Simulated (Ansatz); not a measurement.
**HfC (zincblende): other levels of theory at one geometry**

One table from this session's results is given with a row withheld; the runs are named, their logs left out.

Program: Ansatz 0.2.0. Level of theory: DFT at several levels, plane waves, PAW. These are calculated values, not measurements.

1 further run of the same task is left out (it didn't finish).

**The starting structure**

The structure is cubic, space group F-43m (No. 216). Conventional cell: a = 5.044 Å, b = 5.044 Å, c = 5.044 Å, α = 90.00°, β = 90.00°, γ = 90.00°. Hf (site symmetry -43m) has 4 C at 2.18 Å as nearest neighbours. C (site symmetry -43m) is surrounded by 4 Hf at 2.18 Å.

As a file:

```
Hf C
1.0
     0.00000    2.52211    2.52211
     2.52211    0.00000    2.52211
     2.52211    2.52211    0.00000
Hf C
1 1
Direct
  0.00000 0.00000 0.00000
  0.25000 0.25000 0.25000
```

An earlier run at PBE left this cell at 16.043 Å³/atom and 0.00 GPa (12×12×12 mesh), gap on the mesh 0.29 eV.

Levels to run: PBE+SOC; r²SCAN; PBEsol; LDA; HSE06. Hardware: 2 threads of Arm Neoverse N1, shared host.

Set-up of the first run:

File input.yaml:

```yaml
crystal:
  lattice:
    - [0.0, 2.5221072291, 2.5221072291]
    - [2.5221072291, 0.0, 2.5221072291]
    - [2.5221072291, 2.5221072291, 0.0]
  atoms:
    - { symbol: Hf, position: [0.0, 0.0, 0.0] }
    - { symbol: C, position: [0.25, 0.25, 0.25] }
basis:
  ecutwfc: 420
  ecutrho_ratio: 4
kpoints:
  mp_grid: { grid: [12, 12, 12] }
hamiltonian:
  xc: pbe
scf:
  occupations: { method: gaussian, width: 0.05 }
output:
  forces: true
  stress: true
  eigenvalues: true
  populations: true
  dos: { projected: true, de: 0.02 }
  write_density: true
  write_potential: true
  elf: true
  volumetric_format: npy
magnetization:
  noncollinear: true
  spin_orbit: true
```

Started as:

```sh
ansatz run input.yaml --threads 2 --pin off --max-ram 2662MiB --backend cpu --events-out ev --progress --plain --runs-dir out
```

Steps of the session up to this table: PBE+SOC; r²SCAN; PBEsol; LDA; HSE06.

One of the session's tables, all rows but one given; the rest of the session is left out.

```
  level  gap on the mesh (eV)  pressure (GPa)
    PBE                  0.29             0.0
    LDA                  0.22            -8.3
 PBEsol                  0.22            -4.5
PBE+SOC                     ?               ?
 r²SCAN                  0.58            -1.7
  HSE06                  0.99            -1.1
```

Estimate the missing values for PBE+SOC.

**Answer.** gap on the mesh (eV): 0.19; pressure (GPa): -0.7. In the column «gap on the mesh (eV)» it is the lowest.

The pressure runs from -8.3 GPa (LDA) to 0.0 GPa (PBE); a negative pressure means that level wants a smaller cell, a positive one a larger cell. The gap is widest with HSE06 (0.99 eV) and narrowest with PBE+SOC (0.19 eV). Total energies of different levels have different zeros and can't be compared.

Caveats from the session: Warnings in the runs' records: stress scf threshold loose, stress exchange threshold loose.
